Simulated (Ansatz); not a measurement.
# Binding across the interface in twisted graphene monolayer on bilayer, 21.79° (42 atoms), part 2 of 3

Aim: the interaction energy between the two parts of twisted graphene monolayer on bilayer, 21.79° (42 atoms) and its distance dependence.

Ansatz 0.2.0; Kohn-Sham DFT, LDA, PAW (set soft_2), plane waves.

The cell: 42 C. The cell is under 6 Å thick along two periodic directions.

So far. Step 2 (Single point at the start): The r.m.s. force at the start is 0.023 eV/Å. Step 3 (Relaxation): The relaxation converged after 3 steps, 0.0192 eV below its start, with a largest force component of 0.028 eV/Å.

**4. Single point at the relaxed geometry**

The electronic structure is read at the final geometry, in a run of its own.

The input, input.yaml:

```yaml
crystal:
  lattice:
    - [6.5085, 0.0, 0.0]
    - [-3.25425, 5.63653, 0.0]
    - [0.0, 0.0, 20.69]
  atoms:
    - { symbol: C, position: [0.19048, 0.2381, 0.33909] }
    - { symbol: C, position: [0.2381, 0.04762, 0.33925] }
    - { symbol: C, position: [0.33333, 0.66667, 0.33909] }
    - { symbol: C, position: [0.38095, 0.47619, 0.33924] }
    - { symbol: C, position: [0.47619, 0.09524, 0.33909] }
    - { symbol: C, position: [0.52381, 0.90476, 0.33924] }
    [... 30 atom lines left out ...]
    - { symbol: C, position: [0.66667, 0.33333, 0.66302] }
    - { symbol: C, position: [0.61903, 0.09524, 0.66296] }
    - { symbol: C, position: [0.9524, 0.7619, 0.6629] }
    - { symbol: C, position: [0.90476, 0.52379, 0.66296] }
    - { symbol: C, position: [0.09524, 0.47619, 0.66291] }
    - { symbol: C, position: [0.04762, 0.23808, 0.66289] }
kpoints:
  mp_grid: { grid: [3, 3, 1] }
hamiltonian:
  xc: lda
scf:
  occupations: { method: gaussian, width: 0.05 }
output:
  forces: true
  populations: intrinsic
  dos:
    method: { smearing: { sigma: 0.08 } }
    de: 0.1
    projected:
      site_lists:
        C: [C]
        layer_1: [0, 1, 2, 3, 4, 5, 6, 7, 8, 9, 10, 11, 12, 13]
        layer_2: [14, 15, 16, 17, 18, 19, 20, 21, 22, 23, 24, 25, 26, 27]
        layer_3: [28, 29, 30, 31, 32, 33, 34, 35, 36, 37, 38, 39, 40, 41]
  eigenvalues: true
  write_density: true
  write_potential: true
  volumetric_format: npy
  elf: true
```

Command:

```sh
ansatz run input.yaml --threads 4 --pin off --max-ram 8192MiB --backend cpu --events-out ev --progress --plain --runs-dir out
```

Numbers of over 12 decimals in the logs are rounded to 6 here.

The program printed:

```text
[...]
Crystal: 42 atoms, lattice volume = 759.020 Å³
Basis set: ecut = 420 eV, 14793 PW (Γ)
Bands: 126, of which v1, the nominal top of the filled ones, is band 84 counted from 1 (83 counted from 0)
Symmetry: 3 space group operations
[...]
k-points: 3 of 9 (time reversal used)
[...]
SCF iter   1: F=—  HF=-10204.442710 eV  |F-HF|=—  |Δ(HF+E_count)|=         —  Δρ=5.59e-3  dr2=1.14e0  ethr=1.77e-3  ⟨swp⟩=12.0  Hψ=2609  notcnv=0  defer=64
[...]
SCF iter  14: F=-10204.412298 eV  HF=-10204.412298 eV  |F-HF|=3.18e-9  |Δ(HF+E_count)|=   4.10e-9  Δρ=2.85e-7  dr2=3.80e-9  ethr=5.95e-11  ⟨swp⟩=7.0  Hψ=1806  notcnv=0
SCF 1 converged in 14 iterations: F = -10204.412298 eV  dr2 = 3.80e-9
[...]
WARN: The output density's exchange-correlation potential varies sharply where the density is thin. Do not read a vacuum level from v_tot or v_xc, or from such a field of the output density. On a cell that repeats whose density bears no net charge and no dipole along the vacuum's axis use v_es (v_loc + v_h of the components); [...]
SCF converged after 14 iterations
Free energy (F): -10204.412298 eV
[...]
Internal energy: -10204.387243 eV  (E = F + TS)
E sigma→0 (E₀):  -10204.399771 eV
Entropy (-TS):   -0.025055 eV (-0.597 meV/atom)
Fermi energy:    0.931445 eV
[...]
--- Forces (eV/Å), atoms counted from 1 ---
  atom   1  C     -0.00095829    -0.00066984     0.02854547
  atom   2  C     -0.00113029    -0.00078580    -0.02337636
  atom   3  C      0.00000000     0.00000000     0.02615466
  atom   4  C      0.00180883     0.00004669    -0.02137903
  atom   5  C      0.00127955    -0.00104871     0.02780613
  atom   6  C     -0.00094485     0.00154315    -0.02137903
  atom   7  C     -0.00154799    -0.00058377     0.02780613
  atom   8  C     -0.00000000    -0.00000000    -0.02308438
  atom   9  C      0.00105925    -0.00049498     0.02854547
  atom  10  C     -0.00011538     0.00137176    -0.02337636
  atom  11  C      0.00026844     0.00163248     0.02780613
  atom  12  C      0.00124566    -0.00058596    -0.02337636
  atom  13  C     -0.00010096     0.00116483     0.02854547
  atom  14  C     -0.00086399    -0.00158984    -0.02137903
[...]
atom  41  C     -0.00578031     0.00023824    -0.00439973
  atom  42  C      0.01268356     0.00055293    -0.00019944
  max |Σ_I F_I| component: 1.41e-3 eV/Å
--- Band table (eV) ---
[...]
--- intrinsic populations: 42 sites ---
  site symbol       q [e]
     0      C      4.0011
     1      C      3.9980
     2      C      4.0011
[...]
41      C      3.9991
  spilling = 0.000000 (of n_electrons = 168.000000)
```

It took 13 s on 4 threads of Arm Neoverse V2, shared host; peak memory 1.4 GiB; 52 s of CPU time.

The program notes that the exchange-correlation potential is rough where the density is thin.

Read from the output:

* free energy: -10204.4123 eV
* free energy per atom: -242.9622 eV/atom
* SCF cycles: 14
* r.m.s. force component: 0.01257 eV/Å
* longest force: 0.02871 eV/Å
* Fermi energy: 0.9314 eV
* levels partly filled by over 2 per cent: 4
* potential in mid-vacuum, over the Fermi level: 4.575 eV
* potential 4.5 Å over the upper face: 4.575 eV
* potential 4.5 Å under the lower face: 4.575 eV

Intrinsic-atomic-orbital charges by element:

| element | coordination | atoms | mean charge (e) | spread | least | most |
| --- | --- | --- | --- | --- | --- | --- |
| C | all | 42 | 0 | 0.0017 | -0.0035 | 0.0021 |

By region:

| region | atoms | mean length of the force (eV/Å) | net charge (e) |
| --- | --- | --- | --- |
| layer 1 | 14 | 0.025 | 0.01 |
| layer 2 | 14 | 0.026 | -0.01 |
| layer 3 | 14 | 0.009 | 0.01 |

States in the cell by windows of 1 eV, zero at the Fermi level; the larger projections on atomic orbitals stand beside the total:

| from (eV) | to (eV) | total | C p | layer 1 | layer 2 | layer 3 | C s |
| --- | --- | --- | --- | --- | --- | --- | --- |
| -14 | -13 | 4.0 | 1.9 | 1.3 | 1.3 | 1.3 | 2.1 |
| -13 | -12 | 10.7 | 6.9 | 3.5 | 3.5 | 3.5 | 3.6 |
| -12 | -11 | 4.0 | 2.7 | 1.3 | 1.3 | 1.3 | 1.2 |
| -11 | -10 | 6.3 | 4.6 | 2.2 | 2.0 | 2.1 | 1.6 |
| -10 | -9 | 11.0 | 8.7 | 3.6 | 3.7 | 3.6 | 2.2 |
| -9 | -8 | 8.4 | 6.9 | 2.8 | 2.8 | 2.7 | 1.3 |
| -8 | -7 | 12.0 | 10.9 | 4.1 | 3.5 | 4.2 | 0.9 |
| -7 | -6 | 20.5 | 19.2 | 6.6 | 7.1 | 6.6 | 1.1 |
| -6 | -5 | 14.5 | 14.3 | 4.8 | 5.3 | 4.4 | 0.1 |
| -5 | -4 | 13.1 | 12.7 | 4.4 | 3.8 | 4.8 | 0.3 |
| -4 | -3 | 11.5 | 11.4 | 3.8 | 4.2 | 3.4 | 0.0 |
| -3 | -2 | 9.7 | 9.7 | 3.1 | 2.8 | 3.8 | 0.0 |
| -2 | -1 | 4.4 | 4.4 | 1.5 | 1.6 | 1.3 | 0.0 |
| -1 | 0 | 1.5 | 1.5 | 0.5 | 0.5 | 0.5 | 0.0 |
| 0 | 1 | 1.1 | 1.1 | 0.4 | 0.4 | 0.3 | 0.0 |
| 1 | 2 | 5.4 | 5.2 | 2.0 | 1.8 | 1.4 | 0.0 |
| 2 | 3 | 10.6 | 10.2 | 3.1 | 3.4 | 3.7 | 0.0 |
| 3 | 4 | 3.0 | 2.1 | 0.7 | 0.6 | 0.7 | 0.0 |
| 4 | 5 | 8.2 | 5.1 | 1.7 | 1.7 | 1.8 | 0.0 |

The curve was stored every 0.100 eV, coarse against its broadening of 0.08 eV, so these counts are rough.

Between -20 and -14 eV lie 37 more states.

The levels nearest the highest filled one (over half full), pooled over k-points and spins:

| level less the highest filled one (eV) | occupation |
| --- | --- |
| -2.01 | 2 |
| -1.84 | 2 |
| -1.68 | 2 |
| -1.35 | 2 |
| -0.392 | 2 |
| 0 | 1.05 |
| 0.003 | 0.987 |
| 0.003 | 0.987 |
| 0.0036 | 0.972 |
| 0.422 | 0 |
| 1.30 | 0 |
| 1.45 | 0 |

Planar average of the electrostatic potential energy along the normal, with the Fermi level as zero, after a running mean with a triangular window 4 Å wide at its base:

| height (Å) | potential energy (eV) |
| --- | --- |
| 0.0 | 4.57 |
| 0.6 | 4.57 |
| 1.1 | 4.57 |
| 1.7 | 4.57 |
| 2.3 | 4.57 |
| 2.9 | 4.57 |
| 3.6 | 4.56 |
| 4.2 | 4.45 |
| 4.7 | 3.70 |
| 5.3 | 1.01 |
| 5.9 | -2.87 |
| 6.5 | -6.66 |
| 7.0 | -8.54 |
| 7.6 | -6.59 |
| 8.2 | -4.02 |
| 8.8 | -3.44 |
| 9.3 | -4.86 |
| 9.9 | -7.70 |
| 10.6 | -7.69 |
| 11.2 | -4.56 |
| 11.8 | -2.44 |
| 12.4 | -2.76 |
| 12.9 | -5.40 |
| 13.5 | -8.23 |
| 14.1 | -7.64 |
| 14.7 | -4.15 |
| 15.2 | -0.21 |
| 15.8 | 3.06 |
| 16.4 | 4.34 |
| 17.0 | 4.54 |
| 17.7 | 4.57 |
| 18.2 | 4.57 |
| 18.8 | 4.57 |
| 19.4 | 4.57 |
| 20.0 | 4.57 |
| 20.5 | 4.57 |

Valence density in the ca plane at fractional y = 0.048, with atoms of C within 0.2 Å of it. It is the smooth field of the valence electrons, not physical close to the nuclei.

Values in e/Å³, 9 rows by 16 columns, each cell a mean:
```
0.0 0.0 0.0 0.2 0.7 0.2 0.1 1.1 0.5 0.0 0.4 0.6 0.1 0.0 0.0 0.0
0.0 0.0 0.0 0.3 1.4 0.3 0.1 0.5 0.2 0.0 0.8 1.3 0.1 0.0 0.0 0.0
0.0 0.0 0.0 0.1 0.6 0.1 0.1 1.0 0.4 0.1 0.8 1.3 0.1 0.0 0.0 0.0
0.0 0.0 0.0 0.2 0.8 0.2 0.1 1.1 0.5 0.1 0.8 1.3 0.1 0.0 0.0 0.0
0.0 0.0 0.0 0.3 1.6 0.3 0.1 0.3 0.1 0.0 0.5 0.9 0.1 0.0 0.0 0.0
0.0 0.0 0.0 0.3 1.5 0.3 0.1 0.5 0.2 0.0 0.3 0.4 0.0 0.0 0.0 0.0
0.0 0.0 0.0 0.3 1.6 0.3 0.2 1.4 0.6 0.1 0.6 1.0 0.1 0.0 0.0 0.0
0.0 0.0 0.0 0.2 1.1 0.2 0.1 1.4 0.6 0.0 0.5 0.9 0.1 0.0 0.0 0.0
0.0 0.0 0.0 0.1 0.3 0.1 0.2 1.4 0.6 0.0 0.2 0.2 0.0 0.0 0.0 0.0
```
Columns run along c (16.0 Å, from fractional 0.13 to 0.90 of the cell), rows up along a (6.5 Å). Atoms in or near the plane, at fractional coordinates: C at (0.34, 0.24), C at (0.50, 0.24), C at (0.66, 0.81).

ELF in the ca plane at fractional y = 0.048, with atoms of C within 0.2 Å of it. It is the smooth field of the valence electrons, not physical close to the nuclei.

Ten even steps from '0' (0.00) to '9' (0.90), each cell a mean:
```
00000000012343200158888730012343210000000000
00000000146888620036777520025666642000000000
00000000258999730013444210046523653100000000
00000000246777620013444210047534753100000000
00000000124554310035666420047999852000000000
00000000013443210158998730037888752000000000
00000000124665410148998630046635753100000000
00000000257888630024565310047878752100000000
00000001357657740001111100036788641000000000
00000001357646640001111000013455320000000000
00000000258999730024554310012444310000000000
00000000257878730146656630024566531000000000
00000001356314640156315640036888752000000000
00000001256536630157656730037999852000000000
00000000135666420158999730025677531000000000
00000000011222100157777630001222110000000000
00000000000111000157546740000111000000000000
```
Columns run along c (16.0 Å, from fractional 0.13 to 0.90 of the cell), rows up along a (6.5 Å). Atoms in or near the plane, at fractional coordinates: C at (0.34, 0.24), C at (0.50, 0.24), C at (0.66, 0.81).

No gap is quoted, since levels at the Fermi energy are partly filled. Intrinsic-atomic-orbital charges run from -0.00 to +0.00 e. Within 0.4 eV of the Fermi level the largest share is C p (100 % of the projected weight). The potential stands 4.57 eV above the Fermi level over the upper face and 4.57 eV under the lower one, a reading of the work function, with no dipole correction.

**5. The lower part alone**

The lower part (layer 1 and layer 2) is solved alone, atoms held, in the same cell.

The input, input.yaml:

```yaml
crystal:
  lattice:
    - [6.5085, 0.0, 0.0]
    - [-3.25425, 5.63653, 0.0]
    - [0.0, 0.0, 20.69]
  atoms:
    - { symbol: C, position: [0.19048, 0.2381, 0.33909] }
    - { symbol: C, position: [0.2381, 0.04762, 0.33925] }
    - { symbol: C, position: [0.33333, 0.66667, 0.33909] }
    - { symbol: C, position: [0.38095, 0.47619, 0.33924] }
    - { symbol: C, position: [0.47619, 0.09524, 0.33909] }
    - { symbol: C, position: [0.52381, 0.90476, 0.33924] }
    [... 16 atom lines left out ...]
    - { symbol: C, position: [0.95239, 0.19048, 0.49664] }
    - { symbol: C, position: [0.0, 0.0, 0.49684] }
    - { symbol: C, position: [0.09524, 0.61907, 0.49665] }
    - { symbol: C, position: [0.14287, 0.42858, 0.49681] }
    - { symbol: C, position: [0.23809, 0.04761, 0.49664] }
    - { symbol: C, position: [0.28572, 0.85713, 0.49681] }
kpoints:
  mp_grid: { grid: [3, 3, 1] }
hamiltonian:
  xc: lda
scf:
  occupations: { method: gaussian, width: 0.05 }
output:
  forces: true
  eigenvalues: true
  write_density: true
  write_potential: true
  volumetric_format: npy
```

The program printed:

```text
[...]
Crystal: 28 atoms, lattice volume = 759.020 Å³
Basis set: ecut = 420 eV, 14793 PW (Γ)
Bands: 84, of which v1, the nominal top of the filled ones, is band 56 counted from 1 (55 counted from 0)
Symmetry: 3 space group operations
[...]
k-points: 3 of 9 (time reversal used)
[...]
SCF iter   1: F=—  HF=-6802.905294 eV  |F-HF|=—  |Δ(HF+E_count)|=         —  Δρ=3.74e-3  dr2=6.89e-2  ethr=1.77e-3  ⟨swp⟩=15.7  Hψ=2064  notcnv=0  defer=32
[...]
SCF iter   7: F=-6802.904050 eV  HF=-6802.904050 eV  |F-HF|=3.39e-8  |Δ(HF+E_count)|=   3.23e-7  Δρ=1.87e-6  dr2=2.08e-8  ethr=8.93e-11  ⟨swp⟩=29.7  Hψ=2797  notcnv=0
SCF 1 converged in 7 iterations: F = -6802.904050 eV  dr2 = 2.08e-8
[...]
SCF converged after 7 iterations
Free energy (F): -6802.904050 eV
[...]
Internal energy: -6802.891513 eV  (E = F + TS)
E sigma→0 (E₀):  -6802.897782 eV
Entropy (-TS):   -0.012538 eV (-0.448 meV/atom)
Fermi energy:    -0.898249 eV
[...]
--- Forces (eV/Å), atoms counted from 1 ---
  atom   1  C     -0.00081494    -0.00164460     0.02895574
  atom   2  C     -0.00182500    -0.00026528    -0.02389936
  atom   3  C      0.00000000     0.00000000     0.02606881
  atom   4  C      0.00131080     0.00062911    -0.02096357
  atom   5  C      0.00120141    -0.00088935     0.02843271
  atom   6  C     -0.00120023     0.00082063    -0.02096357
  atom   7  C     -0.00137091    -0.00059577     0.02843271
  atom   8  C     -0.00000000    -0.00000000    -0.02400522
  atom   9  C      0.00183173     0.00011654     0.02895574
  atom  10  C      0.00068276     0.00171313    -0.02389936
  atom  11  C      0.00016950     0.00148513     0.02843271
  atom  12  C      0.00114224    -0.00144785    -0.02389936
  atom  13  C     -0.00101679     0.00152806     0.02895574
  atom  14  C     -0.00011057    -0.00144974    -0.02096357
[...]
atom  27  C      0.00231688     0.00002390     0.02209567
  atom  28  C      0.00030444     0.00510870    -0.02921358
  max |Σ_I F_I| component: 1.97e-3 eV/Å
--- Band table (eV) ---
[...]
```

Run time: 5.6 s. Hardware: 4 threads; peak memory 1 GiB; 22 s of CPU time.

**6. The upper part alone**

The upper part (layer 3) is solved alone in the same way.

The input, input.yaml:

```yaml
crystal:
  lattice:
    - [6.5085, 0.0, 0.0]
    - [-3.25425, 5.63653, 0.0]
    - [0.0, 0.0, 20.69]
  atoms:
    - { symbol: C, position: [0.38095, 0.90476, 0.66291] }
    - { symbol: C, position: [0.33333, 0.66667, 0.66286] }
    - { symbol: C, position: [0.2381, 0.1905, 0.6629] }
    - { symbol: C, position: [0.19046, 0.95238, 0.66289] }
    - { symbol: C, position: [0.52381, 0.61905, 0.66291] }
    - { symbol: C, position: [0.47621, 0.38097, 0.66296] }
    - { symbol: C, position: [0.8095, 0.0476, 0.6629] }
    - { symbol: C, position: [0.76192, 0.80954, 0.66289] }
    - { symbol: C, position: [0.66667, 0.33333, 0.66302] }
    - { symbol: C, position: [0.61903, 0.09524, 0.66296] }
    - { symbol: C, position: [0.9524, 0.7619, 0.6629] }
    - { symbol: C, position: [0.90476, 0.52379, 0.66296] }
    - { symbol: C, position: [0.09524, 0.47619, 0.66291] }
    - { symbol: C, position: [0.04762, 0.23808, 0.66289] }
kpoints:
  mp_grid: { grid: [3, 3, 1] }
hamiltonian:
  xc: lda
scf:
  occupations: { method: gaussian, width: 0.05 }
output:
  forces: true
  eigenvalues: true
  write_density: true
  write_potential: true
  volumetric_format: npy
```

The program printed:

```text
[...]
Crystal: 14 atoms, lattice volume = 759.020 Å³
Basis set: ecut = 420 eV, 14793 PW (Γ)
Bands: 42, of which v1, the nominal top of the filled ones, is band 28 counted from 1 (27 counted from 0)
Symmetry: 3 space group operations
[...]
k-points: 3 of 9 (time reversal used)
[...]
SCF iter   1: F=—  HF=-3401.214286 eV  |F-HF|=—  |Δ(HF+E_count)|=         —  Δρ=2.83e-3  dr2=2.39e-2  ethr=1.77e-3  ⟨swp⟩=17.3  Hψ=1046  notcnv=0  defer=9
[...]
SCF iter   6: F=-3401.218865 eV  HF=-3401.218865 eV  |F-HF|=4.68e-9  |Δ(HF+E_count)|=   3.94e-8  Δρ=4.25e-7  dr2=2.46e-9  ethr=3.79e-11  ⟨swp⟩=28.7  Hψ=1232  notcnv=0
SCF 1 converged in 6 iterations: F = -3401.218865 eV  dr2 = 2.46e-9
[...]
SCF converged after 6 iterations
Free energy (F): -3401.218865 eV
[...]
Internal energy: -3401.206328 eV  (E = F + TS)
E sigma→0 (E₀):  -3401.212596 eV
Entropy (-TS):   -0.012538 eV (-0.896 meV/atom)
Fermi energy:    -2.692596 eV
[...]
--- Forces (eV/Å), atoms counted from 1 ---
  atom   1  C     -0.00416176     0.00081089    -0.00284819
  atom   2  C     -0.00000000     0.00000000     0.01165240
  atom   3  C      0.00424774    -0.00667100     0.00226037
  atom   4  C      0.00711648     0.00333918     0.00296767
  atom   5  C      0.00278313     0.00319875    -0.00284819
  atom   6  C     -0.00423026    -0.00251963    -0.00176540
  atom   7  C      0.00365339     0.00701415     0.00226037
  atom   8  C     -0.00066643    -0.00783264     0.00296767
  atom   9  C      0.00000000    -0.00000000    -0.01239062
  atom  10  C      0.00429720    -0.00240370    -0.00176540
  atom  11  C     -0.00790113    -0.00034315     0.00226037
  atom  12  C     -0.00006693     0.00492333    -0.00176540
  atom  13  C      0.00137863    -0.00400963    -0.00284819
  atom  14  C     -0.00645005     0.00449347     0.00296767
  max |Σ_I F_I| component: 1.11e-3 eV/Å
--- Band table (eV) ---
[...]
```

Run time: 2.5 s. Hardware: 4 threads; peak memory 0.74 GiB.

The whole (-10204.412 eV) less the lower (-6802.904 eV) and the upper part (-3401.219 eV) leaves -0.289 eV.

**7. Upper part moved by +0.3 Å**

Moving the upper part rigidly maps the well in which it sits.

The input, input.yaml:

```yaml
crystal:
  lattice:
    - [6.5085, 0.0, 0.0]
    - [-3.25425, 5.63653, 0.0]
    - [0.0, 0.0, 20.69]
  atoms:
    - { symbol: C, position: [0.19048, 0.2381, 0.33909] }
    - { symbol: C, position: [0.2381, 0.04762, 0.33925] }
    - { symbol: C, position: [0.33333, 0.66667, 0.33909] }
    - { symbol: C, position: [0.38095, 0.47619, 0.33924] }
    - { symbol: C, position: [0.47619, 0.09524, 0.33909] }
    - { symbol: C, position: [0.52381, 0.90476, 0.33924] }
    [... 30 atom lines left out ...]
    - { symbol: C, position: [0.66667, 0.33333, 0.67752] }
    - { symbol: C, position: [0.61903, 0.09524, 0.67746] }
    - { symbol: C, position: [0.9524, 0.7619, 0.6774] }
    - { symbol: C, position: [0.90476, 0.52379, 0.67746] }
    - { symbol: C, position: [0.09524, 0.47619, 0.67741] }
    - { symbol: C, position: [0.04762, 0.23808, 0.67739] }
kpoints:
  mp_grid: { grid: [3, 3, 1] }
hamiltonian:
  xc: lda
scf:
  occupations: { method: gaussian, width: 0.05 }
output:
  forces: true
  eigenvalues: true
```

The program printed:

```text
[...]
Crystal: 42 atoms, lattice volume = 759.020 Å³
Basis set: ecut = 420 eV, 14793 PW (Γ)
Bands: 126, of which v1, the nominal top of the filled ones, is band 84 counted from 1 (83 counted from 0)
Symmetry: 3 space group operations
[...]
k-points: 3 of 9 (time reversal used)
[...]
SCF iter   1: F=—  HF=-10204.439076 eV  |F-HF|=—  |Δ(HF+E_count)|=         —  Δρ=5.90e-3  dr2=1.54e0  ethr=1.77e-3  ⟨swp⟩=12.3  Hψ=2638  notcnv=0  defer=61
[...]
SCF iter   4: F=—  HF=-10204.383463 eV  |F-HF|=—  |Δ(HF+E_count)|=   2.23e-1  Δρ=3.53e-3  dr2=9.09e-1  ethr=9.19e-4  ⟨swp⟩=1.7  Hψ=319  notcnv=0  defer=4
automatic band count: iteration 4 solves 97 bands in place of 126: the levels show a gap, and the empty bands left out lie too high to hold charge; the band table lists the bands solved (type scf.n_extra_bands for more)
SCF iter   5: F=—  HF=-10204.504284 eV  |F-HF|=—  |Δ(HF+E_count)|=   1.21e-1  Δρ=3.80e-3  dr2=1.58e0  ethr=5.41e-4  ⟨swp⟩=1.3  Hψ=303  notcnv=0  defer=4
[...]
SCF iter  12: F=—  HF=-10204.358310 eV  |F-HF|=—  |Δ(HF+E_count)|=   2.56e-3  Δρ=2.38e-4  dr2=6.51e-3  ethr=4.66e-5  ⟨swp⟩=1.0  Hψ=275  notcnv=0  defer=100
[...]
SCF iter  16: F=—  HF=-10204.358190 eV  |F-HF|=—  |Δ(HF+E_count)|=   5.98e-5  Δρ=2.36e-6  dr2=3.86e-7  ethr=6.42e-9  ⟨swp⟩=1.7  Hψ=369  notcnv=0  defer=100
SCF iter  17: F=-10204.358190 eV  HF=-10204.358190 eV  |F-HF|=3.15e-8  |Δ(HF+E_count)|=   2.30e-8  Δρ=1.13e-6  dr2=3.46e-8  ethr=5.95e-11  ⟨swp⟩=73.7  Hψ=3302  notcnv=0
SCF 1 converged in 17 iterations: F = -10204.358190 eV  dr2 = 3.46e-8
[...]
SCF converged after 17 iterations
Free energy (F): -10204.358190 eV
[...]
Internal energy: -10204.333121 eV  (E = F + TS)
E sigma→0 (E₀):  -10204.345655 eV
Entropy (-TS):   -0.025069 eV (-0.597 meV/atom)
Fermi energy:    0.945808 eV
[...]
Σ components = -10204.358190   (vs F -10204.358190, Δ=0.00e0)
--- Forces (eV/Å), atoms counted from 1 ---
  atom   1  C     -0.00086464    -0.00126643     0.02895840
  atom   2  C     -0.00154855    -0.00045216    -0.02361326
  atom   3  C      0.00000000     0.00000000     0.02621652
  atom   4  C      0.00150013     0.00040699    -0.02105280
[...]
atom  42  C     -0.00013887     0.00326002    -0.01604217
  max |Σ_I F_I| component: 2.20e-3 eV/Å
--- Band table (eV) ---
[...]
```

Wall time 11 s (4 threads); peak memory 1.4 GiB; 41 s of CPU time.

Upper part moved by +0.3 Å: the energy stands 0.0541 eV above that of the reference.

**8. Upper part moved by -0.3 Å**

Another point of the curve.

Input and log are left out; they have the form of those shown for this kind of step.

Wall time 9.3 s (4 threads of Arm Neoverse V2, shared host); peak memory 1.4 GiB; 36 s of CPU time.

Upper part moved by -0.3 Å: the energy stands 0.106 eV above that of the reference.

**9. Upper part moved by +0.8 Å**

Another point of the curve.

Input and log are left out; they have the form of those shown for this kind of step.

Run time: 13 s. Hardware: 4 threads of Arm Neoverse V2, shared host; peak memory 1.4 GiB; 51 s of CPU time.

Upper part moved by +0.8 Å: the energy stands 0.177 eV above that of the reference.

[end of part 2 of 3]

[Logs are printed without paths, hosts, clocks, repeated set-up lines and the standing remarks that a program may print on its own settings, such as how far it seeks lower states.]

[Hosts, paths, dates, database ids (printed as entryN), source tags and the programs' standing remarks are cut or masked in the printed files.]
